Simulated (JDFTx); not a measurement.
Ca:

```
Ca
1.0
     0.00000    2.79420    2.79420
     2.79420    0.00000    2.79420
     2.79420    2.79420    0.00000
Ca
1
Direct
  0.00000 0.00000 0.00000
```

| Item | Value |
| --- | --- |
| Program | JDFTx 1.7.0 (patched build) |
| Task | relaxation of cell and atoms |
| Functional | PBE |
| Potentials or basis | PseudoDojo-SR-PBE-0.5-standard with smoothed tails |
| Cutoff | 925 eV |
| Density cutoff | 3701 eV |
| k mesh | 8 × 8 × 8 |
| Occupations | fermi-dirac, width 0.05 eV |
| Spin | no spin polarisation |

At the start: pressure -0.6 GPa; volume 43.63 Å³/atom.

Q: How do energy, volume and symmetry change on relaxing?

A: Over 5 steps the energy falls by 2.8 meV/atom and the volume is 42.12 Å³/atom (-3.5 %); space group Fm-3m (No. 225, to 0.05 Å).

The path:
```csv
step,energy change (eV),largest force (eV/Å),pressure (GPa),volume (Å³)
1,0.0000,0.0000,-0.58,43.63
2,-0.0009,0.0000,-0.49,43.37
3,-0.0028,0.0000,0.01,42.09
4,-0.0028,0.0000,0.01,42.12
5,-0.0028,0.0000,0.00,42.12
```

Final structure:
```cif
data_structure
_symmetry_space_group_name_H-M 'P 1'
_symmetry_Int_Tables_number 1
_cell_length_a 3.9054
_cell_length_b 3.9054
_cell_length_c 3.9054
_cell_angle_alpha 60.000
_cell_angle_beta 60.000
_cell_angle_gamma 60.000
_cell_volume 42.12
loop_
_atom_site_label
_atom_site_type_symbol
_atom_site_fract_x
_atom_site_fract_y
_atom_site_fract_z
_atom_site_occupancy
Ca1 Ca 0.00000 0.00000 0.00000 1
```
